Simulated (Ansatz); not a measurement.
## Band edges of KCl (Fm-3m)

```xyz
2
Lattice="0.0000 3.1213 3.1213 3.1213 0.0000 3.1213 3.1213 3.1213 0.0000" Properties=species:S:1:pos:R:3 pbc="T T T"
K     0.0000    0.0000    0.0000
Cl    3.1213    3.1213    3.1213
```

The conventional cell has a = 6.243 Å, b = 6.243 Å, c = 6.243 Å, α = 90.00°, β = 90.00°, γ = 90.00°. K (atom 1) is surrounded by 6 Cl at 3.12 Å. Cl (atom 2) is surrounded by 6 K at 3.12 Å.

Level of theory, where no other is named: PBEsol, all-electron LAPW in Ansatz 0.2.0, scalar-relativistic. k mesh 8×8×8, fixed occupations, basis error target 1 meV/atom. The cell was relaxed by PAW under this functional.

Extrema are searched on a 12×12×12 mesh and refined by Newton steps; masses come from band slopes 0.005 Å⁻¹ away, 1/m* = (1/ħ²) d²E/dk², negative for holes (the finite step makes the lightest masses up to about 3 % heavy). k is in units of the reciprocal vectors.

Q: Where are the band edges, and is the gap direct?

A: The valence maximum lies at Gamma (0.000, 0.000, 0.000) and the conduction minimum at Gamma (0.000, 0.000, 0.000), so the Kohn-Sham gap of 5.104 eV is direct.

Q: What are the electron masses at the edge?

A: The principal masses are 0.435, 0.435, 0.435 mₑ. One valley has a density-of-states mass (m₁m₂m₃)^(1/3) = 0.435; the direction-averaged conductivity mass 3/Σ(1/mᵢ) is 0.435 mₑ.

Q: Several bands lie at or near the hole edge, or its surface isn't an ellipsoid. What are the masses by direction?

A: 

```
direction  branch from the edge  its level at the point (eV from the edge)   m*/mₑ
      100                     1                                      0.000   -4.88
      100                     2                                      0.000   -4.88
      100                     3                                      0.000  -0.664
      110                     1                                      0.000   -4.88
      110                     2                                      0.000   -2.58
      110                     3                                      0.000  -0.756
      111                     1                                      0.000   -3.06
      111                     2                                      0.000   -3.06
      111                     3                                      0.000  -0.792
     11-2                     1                                      0.000   -3.76
     11-2                     2                                      0.000   -3.13
     11-2                     3                                      0.000  -0.752
```

Q: Along the Cartesian direction 010 the conduction slope is 0.08766 eV·Å one step out. What is it four steps out, and what does that say?

A: 0.35 eV·Å, 3.993 times the first; a parabola would give 4, so the band is nearly parabolic here.

Q: What electronic dielectric constant and refractive index follow from the same bands (independent particles)?

A: ε∞ = (2.64, 2.64, 2.64), so n ≈ √ε∞ = 1.62 (mean over directions) well under the gap and the normal reflectivity is ((n − 1)/(n + 1))² = 0.056. Local fields, left out here, lower ε∞ by several per cent.

Q: What gap does PAW give in the same cell?

A: 5.104 eV, 0 meV from the LAPW value.

Q: Cells strained by ±0.5 % (all lengths, zz alone, equal engineering shears γ in yz, zx, xy; ions relaxed) give deformation potentials. How do the edge levels move, in eV per unit strain against the centre of the top valence set?

A: 

```tsv
point	k	side	bands	level (eV)	d/dlnV	d/dε_zz	d/dγ	split/ε_zz	split/γ
Gamma	0.00 0.00 0.00	valence	3	0.000	0.00	0.00	0.00*	0.77	2.90
Gamma	0.00 0.00 0.00	conduction	1	5.104	-3.26	-3.26	0.00*	–	–
X	-0.50 0.00 -0.50	valence	2	-0.233	0.20	-0.24	0.00*	0.08	2.69
X	-0.50 0.00 -0.50	conduction	1	6.369	1.15	0.69	0.00*	–	–
X	-0.50 -0.50 0.00	valence	2	-0.233	0.20	1.08	0.00*	0.00	2.69
X	-0.50 -0.50 0.00	conduction	1	6.369	1.15	2.06	0.00*	–	–
L	-0.50 0.00 0.00	valence	2	-0.354	0.87	0.87	-0.78	0.01	2.85
L	-0.50 0.00 0.00	conduction	1	7.480	-2.67	-2.67	-0.05	–	–
L	-0.50 -0.50 -0.50	valence	2	-0.354	0.87	0.87	2.33	0.01	0.00
L	-0.50 -0.50 -0.50	conduction	1	7.480	-2.67	-2.67	0.15	–	–
```

For the triplet at Γ the single level moves against the pair by 3bε_zz and by 3√3 d (γ/2), so b = -0.26 eV and d = -1.12 eV.

Sets with another level within 0.15 eV are left out, since it mixes in under strain; the reference set stays in any case. Entries marked * vanish by symmetry to first order; what they show is the residue of the finite step. These cells use a basis error target of 0.5 meV/atom.

Known limits: semilocal gaps are low, and what follows the gap (onsets, screening, light masses) shifts with it; without spin-orbit coupling, bands that meet at the valence top are not the light and heavy holes of experiment; the frozen-core PAW files of the compared runs were fitted under PBE, their cores solved anew for this functional.
